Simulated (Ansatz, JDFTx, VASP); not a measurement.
# One calculation of Al, 3 ways

The starting cell:

```xyz
1
Lattice="0.0000 2.0248 2.0248 2.0248 0.0000 2.0248 2.0248 2.0248 0.0000" Properties=species:S:1:pos:R:3 pbc="T T T"
Al    0.0000    0.0000    0.0000
```

Alike in all runs: task relaxation of cell and atoms; functional PBEsol; k mesh 11 × 11 × 11; occupations fermi-dirac, width 0.05 eV; no spin polarisation; no spin-orbit coupling.

```
                        program and potentials  plane-wave cutoff (eV)                    notes  equilibrium volume (Å³/atom)
                VASP, PBE PAW files Al, 600 eV                     600  potentials made for PBE                         16.22
    JDFTx, PseudoDojo-SR-PBEsol-0.4.1-standard                     544                        -                         16.18
Ansatz, all-electron LAPW, scalar-relativistic                       -                        -                         16.21
```

The equilibrium volume spans 16.18 (JDFTx, PseudoDojo-SR-PBEsol-0.4.1-standard) to 16.22 Å³/atom (VASP, PBE PAW files Al, 600 eV), with all-electron results at 16.21. Relaxations stop with a little pressure left, so the last digit of a volume isn't settled.

Differences between rows come from potentials, basis sets and numerical settings, since the functional is the same but for its coding. Runs on potential files found faulty are left out.

The three treatments give nearly the same equilibrium volume for aluminium, and both pseudized descriptions stay close to the all-electron value of 16.21 Å³/atom. This is what a nearly-free-electron metal should show: the compact neon-like core is well separated in energy and space from the 3s and 3p electrons, which scatter only weakly from the ions and form a smooth density. Freezing the core therefore costs little, and the weak core–valence overlap probably also explains why potentials made for PBE transfer so well to PBEsol here. That tolerance can't be assumed for elements with shallow semicore states.

All three relaxed volumes are smaller than that of the starting cell, which lies close to the room-temperature experimental one. Much of this contraction is expected, because a static-lattice minimum contains neither zero-point nor thermal expansion, so it doesn't by itself indicate overbinding by the functional. Agreement at the minimum also leaves the curvature of the energy curve, and hence the bulk modulus, untested.
